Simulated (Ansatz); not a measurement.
Geometry optimisation in Ansatz: input, command and trajectory.

```yaml
crystal:
  lattice:
    - [0.0, 5.4700937627, -5.4700937627]
    - [5.4700937627, 5.4700937627, 0.0]
    - [5.4700937627, 0.0, -5.4700937627]
  atoms:
    - { symbol: Si, position: [0.125, 0.125, 0.125] }
    - { symbol: Si, position: [0.125, 0.625, 0.125] }
    - { symbol: Si, position: [0.625, 0.125, 0.125] }
    - { symbol: Si, position: [0.625, 0.625, 0.125] }
    - { symbol: Si, position: [0.125, 0.125, 0.625] }
    - { symbol: Si, position: [0.125, 0.625, 0.625] }
    - { symbol: Si, position: [0.625, 0.125, 0.625] }
    - { symbol: Si, position: [0.625, 0.625, 0.625] }
    - { symbol: Si, position: [0.25, 0.75, 0.25] }
    - { symbol: Si, position: [0.75, 0.75, 0.25] }
    - { symbol: Si, position: [0.75, 0.25, 0.25] }
    - { symbol: Si, position: [0.25, 0.75, 0.75] }
    - { symbol: Si, position: [0.25, 0.25, 0.75] }
    - { symbol: Si, position: [0.75, 0.75, 0.75] }
    - { symbol: Si, position: [0.75, 0.25, 0.75] }
total_charge: -2
basis:
  ecutwfc: 420
  xc_grid: 2
kpoints:
  mp_grid: { grid: [2, 2, 2], shift: [0.0, 0.0, 0.0] }
hamiltonian:
  xc: pbe
scf:
  occupations: { method: gaussian, width: 0.02 }
output:
  forces: true
  stress: false
  eigenvalues: true
  write_density: true
  write_potential: true
  elf: true
  volumetric_format: npy
relax:
  adjacent_minimum: "off"
  f_tol: 0.02
  max_steps: 60
```

```bash
ansatz run input.yaml --threads 8 --pin off --max-ram 20480MiB --backend cpu --events-out ev --progress --plain --runs-dir out
```

Theory: DFT PBE, scalar-relativistic, plane waves, PAW (Ansatz).

The cell holds a point defect: Si vacancy, charge −2.

Of 6 frames 6 are shown, positions in Å and forces in eV/Å; the SCF threshold varies from step to step. The mark taken_back stands on steps that the optimiser undid.

```xyz
15
Lattice="0.0000 5.4701 -5.4701 5.4701 5.4701 0.0000 5.4701 0.0000 -5.4701" Properties=species:S:1:pos:R:3:forces:R:3 pbc="T T T" step=1 free_energy_over_end_meV_per_atom=15.14
Si    1.3675    1.3675   -1.3675    0.2209    0.2209   -0.2209
Si    4.1026    4.1026   -1.3675   -0.2209   -0.2209   -0.2209
Si    1.3675    4.1026   -4.1026    0.2209   -0.2209    0.2209
Si    4.1026    6.8376   -4.1026    0.0539   -0.0539   -0.0539
Si    4.1026    1.3675   -4.1026   -0.2209    0.2209    0.2209
Si    6.8376    4.1026   -4.1026   -0.0539    0.0539   -0.0539
Si    4.1026    4.1026   -6.8376    0.0539    0.0539    0.0539
Si    6.8376    6.8376   -6.8376   -0.0539   -0.0539    0.0539
Si    5.4701    5.4701   -2.7350    0.0000    0.0000    0.2369
Si    5.4701    8.2051   -5.4701    0.0000    0.2369    0.0000
Si    2.7350    5.4701   -5.4701   -0.2369    0.0000    0.0000
Si    8.2051    5.4701   -5.4701    0.2369    0.0000    0.0000
Si    5.4701    2.7350   -5.4701    0.0000   -0.2369    0.0000
Si    8.2051    8.2051   -8.2051    0.0000    0.0000    0.0000
Si    5.4701    5.4701   -8.2051    0.0000    0.0000   -0.2369
15
Lattice="0.0000 5.4701 -5.4701 5.4701 5.4701 0.0000 5.4701 0.0000 -5.4701" Properties=species:S:1:pos:R:3:forces:R:3 pbc="T T T" step=2 free_energy_over_end_meV_per_atom=4.65
Si    1.4140    1.4140   -1.4140    0.1851    0.1851   -0.1851
Si    4.0561    4.0561   -1.4140   -0.1851   -0.1851   -0.1851
Si    1.4140    4.0561   -4.0561    0.1851   -0.1851    0.1851
Si    4.1096    6.8305   -4.1096   -0.0601    0.0601    0.0601
Si    4.0561    1.4140   -4.0561   -0.1851    0.1851    0.1851
Si    6.8305    4.1096   -4.1096    0.0601   -0.0601    0.0601
Si    4.1096    4.1096   -6.8305   -0.0601   -0.0601   -0.0601
Si    6.8305    6.8305   -6.8305    0.0601    0.0601   -0.0601
Si    5.4701    5.4701   -2.7065    0.0000    0.0000    0.1656
Si    5.4701    8.2337   -5.4701    0.0000    0.1656    0.0000
Si    2.7065    5.4701   -5.4701   -0.1656    0.0000    0.0000
Si    8.2337    5.4701   -5.4701    0.1656    0.0000    0.0000
Si    5.4701    2.7065   -5.4701    0.0000   -0.1656    0.0000
Si    8.2051    8.2051   -8.2051    0.0000    0.0000    0.0000
Si    5.4701    5.4701   -8.2337    0.0000    0.0000   -0.1656
15
Lattice="0.0000 5.4701 -5.4701 5.4701 5.4701 0.0000 5.4701 0.0000 -5.4701" Properties=species:S:1:pos:R:3:forces:R:3 pbc="T T T" step=3 free_energy_over_end_meV_per_atom=11.64 taken_back
Si    1.5253    1.5253   -1.5253   -0.2673   -0.2673    0.2673
Si    3.9448    3.9448   -1.5253    0.2673    0.2673    0.2673
Si    1.5253    3.9448   -3.9448   -0.2673    0.2673   -0.2673
Si    4.0937    6.8464   -4.0937    0.2324   -0.2324   -0.2324
Si    3.9448    1.5253   -3.9448    0.2673   -0.2673   -0.2673
Si    6.8464    4.0937   -4.0937   -0.2324    0.2324   -0.2324
Si    4.0937    4.0937   -6.8464    0.2324    0.2324    0.2324
Si    6.8464    6.8464   -6.8464   -0.2324   -0.2324    0.2324
Si    5.4701    5.4701   -2.6479    0.0000    0.0000   -0.4221
Si    5.4701    8.2923   -5.4701    0.0000   -0.4221    0.0000
Si    2.6479    5.4701   -5.4701    0.4221    0.0000    0.0000
Si    8.2923    5.4701   -5.4701   -0.4221    0.0000    0.0000
Si    5.4701    2.6479   -5.4701    0.0000    0.4221    0.0000
Si    8.2051    8.2051   -8.2051    0.0000    0.0000    0.0000
Si    5.4701    5.4701   -8.2923    0.0000    0.0000    0.4221
15
Lattice="0.0000 5.4701 -5.4701 5.4701 5.4701 0.0000 5.4701 0.0000 -5.4701" Properties=species:S:1:pos:R:3:forces:R:3 pbc="T T T" step=4 free_energy_over_end_meV_per_atom=0.11
Si    1.4610    1.4610   -1.4610    0.0100    0.0100   -0.0100
Si    4.0091    4.0091   -1.4610   -0.0100   -0.0100   -0.0100
Si    1.4610    4.0091   -4.0091    0.0100   -0.0100    0.0100
Si    4.1068    6.8334   -4.1068   -0.0371    0.0371    0.0371
Si    4.0091    1.4610   -4.0091   -0.0100    0.0100    0.0100
Si    6.8334    4.1068   -4.1068    0.0371   -0.0371    0.0371
Si    4.1068    4.1068   -6.8334   -0.0371   -0.0371   -0.0371
Si    6.8334    6.8334   -6.8334    0.0371    0.0371   -0.0371
Si    5.4701    5.4701   -2.6879    0.0000    0.0000   -0.0665
Si    5.4701    8.2523   -5.4701    0.0000   -0.0665    0.0000
Si    2.6879    5.4701   -5.4701    0.0665    0.0000    0.0000
Si    8.2523    5.4701   -5.4701   -0.0665    0.0000    0.0000
Si    5.4701    2.6879   -5.4701    0.0000    0.0665    0.0000
Si    8.2051    8.2051   -8.2051    0.0000    0.0000    0.0000
Si    5.4701    5.4701   -8.2523    0.0000    0.0000    0.0665
15
Lattice="0.0000 5.4701 -5.4701 5.4701 5.4701 0.0000 5.4701 0.0000 -5.4701" Properties=species:S:1:pos:R:3:forces:R:3 pbc="T T T" step=5 free_energy_over_end_meV_per_atom=0.03
Si    1.4645    1.4645   -1.4645   -0.0127   -0.0127    0.0127
Si    4.0056    4.0056   -1.4645    0.0127    0.0127    0.0127
Si    1.4645    4.0056   -4.0056   -0.0127    0.0127   -0.0127
Si    4.1031    6.8371   -4.1031    0.0211   -0.0211   -0.0211
Si    4.0056    1.4645   -4.0056    0.0127   -0.0127   -0.0127
Si    6.8371    4.1031   -4.1031   -0.0211    0.0211   -0.0211
Si    4.1031    4.1031   -6.8371    0.0211    0.0211    0.0211
Si    6.8371    6.8371   -6.8371   -0.0211   -0.0211    0.0211
Si    5.4701    5.4701   -2.6945    0.0000    0.0000    0.0193
Si    5.4701    8.2457   -5.4701    0.0000    0.0193    0.0000
Si    2.6945    5.4701   -5.4701   -0.0193    0.0000    0.0000
Si    8.2457    5.4701   -5.4701    0.0193    0.0000    0.0000
Si    5.4701    2.6945   -5.4701    0.0000   -0.0193    0.0000
Si    8.2051    8.2051   -8.2051    0.0000    0.0000    0.0000
Si    5.4701    5.4701   -8.2457    0.0000    0.0000   -0.0193
15
Lattice="0.0000 5.4701 -5.4701 5.4701 5.4701 0.0000 5.4701 0.0000 -5.4701" Properties=species:S:1:pos:R:3:forces:R:3 pbc="T T T" step=6 free_energy_over_end_meV_per_atom=0.00
Si    1.4619    1.4619   -1.4619    0.0015    0.0015   -0.0015
Si    4.0081    4.0081   -1.4619   -0.0015   -0.0015   -0.0015
Si    1.4619    4.0081   -4.0081    0.0015   -0.0015    0.0015
Si    4.1043    6.8358   -4.1043    0.0000    0.0000    0.0000
Si    4.0081    1.4619   -4.0081   -0.0015    0.0015    0.0015
Si    6.8358    4.1043   -4.1043    0.0000    0.0000    0.0000
Si    4.1043    4.1043   -6.8358    0.0000    0.0000    0.0000
Si    6.8358    6.8358   -6.8358    0.0000    0.0000    0.0000
Si    5.4701    5.4701   -2.6932    0.0000    0.0000    0.0013
Si    5.4701    8.2470   -5.4701    0.0000    0.0013    0.0000
Si    2.6932    5.4701   -5.4701   -0.0013    0.0000    0.0000
Si    8.2470    5.4701   -5.4701    0.0013    0.0000    0.0000
Si    5.4701    2.6932   -5.4701    0.0000   -0.0013    0.0000
Si    8.2051    8.2051   -8.2051    0.0000    0.0000    0.0000
Si    5.4701    5.4701   -8.2470    0.0000    0.0000   -0.0013
```

It took 40 s on 8 threads of Intel(R) Xeon(R) Processor @ 2.50GHz (Skylake/Cascade Lake) (shared host), peak memory 0.64 GiB.

The relaxation kept the symmetry at the defect while a level is partly filled, so a distortion that splits the level (Jahn–Teller) was held off and may lie lower. The cell is also small for a charged defect.